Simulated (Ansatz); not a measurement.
# Band table of BP (rocksalt type)

```yaml
crystal:
  lattice:
    - [0.00000, 1.97989, 1.97989]
    - [1.97989, 0.00000, 1.97989]
    - [1.97989, 1.97989, 0.00000]
  atoms:
    - { symbol: B, position: [0.00000, 0.00000, 0.00000] }
    - { symbol: P, position: [0.50000, 0.50000, 0.50000] }
```

The cell comes from a relaxation on PAW files under the same functional, begun from a prototype that needn't be the stable phase.

Computed with Ansatz 0.2.0; functional LDA, scalar-relativistic. Settings: a Γ-centred 15×15×15 k mesh, Fermi–Dirac smearing of 0.1 eV, no spin polarisation. Methods: LAPW: all electrons, basis error target 1 meV/atom.

This run: volume at 0.8 of the series' base cell.

Path points, in fractions of the reciprocal vectors: Γ (0.000, 0.000, 0.000), X (0.500, 0.000, 0.500), U (0.625, 0.250, 0.625), K (0.375, 0.375, 0.750), L (0.500, 0.500, 0.500), W (0.500, 0.250, 0.750). The distance column jumps between branches of the path. Levels in eV from the Fermi level; bands 6 to 11, counted from the lowest band of the run. The gap is zero, the pressure 58.2 GPa.

```
# k(1/Å) point b6 b7 b8 b9 b10 b11
0.000 Γ -19.98 0.06 0.06 0.06 7.55 7.55
0.198 - -19.84 -0.39 -0.39 -0.04 6.98 8.02
0.397 - -19.45 -1.40 -1.40 -0.33 4.72 5.76
0.595 - -18.79 -2.52 -2.52 -0.70 1.52 4.46
0.793 - -17.87 -3.54 -3.54 -1.54 -1.08 3.30
0.992 - -16.69 -4.38 -4.37 -4.37 -1.44 2.37
1.190 - -15.26 -7.03 -4.97 -4.97 -1.72 1.69
1.388 - -13.57 -9.44 -5.34 -5.34 -1.89 1.27
1.587 X -11.65 -11.60 -5.47 -5.47 -1.94 1.14
1.657 - -11.64 -11.59 -5.65 -5.45 -1.83 1.25
1.727 - -11.60 -11.54 -6.13 -5.40 -1.56 1.59
1.797 - -11.54 -11.45 -6.76 -5.32 -1.26 2.15
1.867 - -11.47 -11.34 -7.46 -5.20 -1.00 2.90
1.937 - -11.38 -11.19 -8.17 -5.05 -0.76 3.80
2.007 - -11.30 -11.01 -8.84 -4.87 -0.54 4.79
2.078 - -11.29 -10.80 -9.42 -4.66 -0.31 5.85
2.148 U -11.44 -10.56 -9.78 -4.41 -0.08 6.97
3.119 K -11.44 -10.56 -9.78 -4.41 -0.08 6.97
3.330 - -12.98 -9.63 -9.51 -3.47 0.73 7.16
3.540 - -14.75 -8.51 -8.44 -2.25 1.73 5.35
3.751 - -16.32 -7.22 -6.99 -0.77 2.93 3.85
3.961 - -17.62 -5.70 -5.34 0.81 2.84 4.34
4.171 - -18.65 -4.01 -3.57 1.13 3.65 5.93
4.382 - -19.38 -2.25 -1.83 0.58 5.88 7.65
4.592 - -19.83 -0.67 -0.47 0.19 7.54 7.71
4.802 Γ -19.98 0.06 0.06 0.06 7.55 7.55
4.974 - -19.88 -0.59 0.00 0.00 7.64 7.80
5.146 - -19.58 -2.17 -0.15 -0.15 7.69 7.69
5.318 - -19.09 -4.15 -0.32 -0.32 6.12 6.12
5.490 - -18.40 -6.21 -0.43 -0.43 4.73 4.73
5.661 - -17.53 -8.23 -0.44 -0.44 3.53 3.53
5.833 - -16.49 -10.13 -0.35 -0.35 2.55 2.55
6.005 - -15.31 -11.82 -0.18 -0.18 1.85 1.85
6.177 L -14.48 -12.82 -0.07 -0.07 1.56 1.56
6.317 - -14.41 -12.76 -0.78 -0.69 1.77 2.13
6.457 - -14.21 -12.59 -2.01 -1.97 2.10 2.98
6.597 - -13.87 -12.30 -3.43 -3.32 2.46 3.73
6.738 - -13.39 -11.90 -4.91 -4.61 2.87 4.40
6.878 - -12.78 -11.38 -6.33 -5.84 3.34 5.01
7.018 - -12.05 -10.76 -7.65 -6.99 3.81 5.59
7.158 - -11.23 -10.05 -8.83 -8.01 4.20 6.06
7.299 W -10.64 -9.54 -9.54 -8.63 4.36 6.26
7.398 - -10.71 -10.01 -9.01 -8.51 3.77 6.89
7.497 - -10.88 -10.43 -8.44 -8.19 2.75 6.54
7.596 - -11.08 -10.79 -7.83 -7.74 1.69 5.19
7.695 - -11.27 -11.08 -7.22 -7.20 0.67 3.95
7.794 - -11.43 -11.31 -6.65 -6.58 -0.27 2.86
7.894 - -11.55 -11.47 -6.10 -6.02 -1.09 1.96
7.993 - -11.63 -11.57 -5.65 -5.62 -1.70 1.36
8.092 X -11.65 -11.60 -5.47 -5.47 -1.94 1.14
```
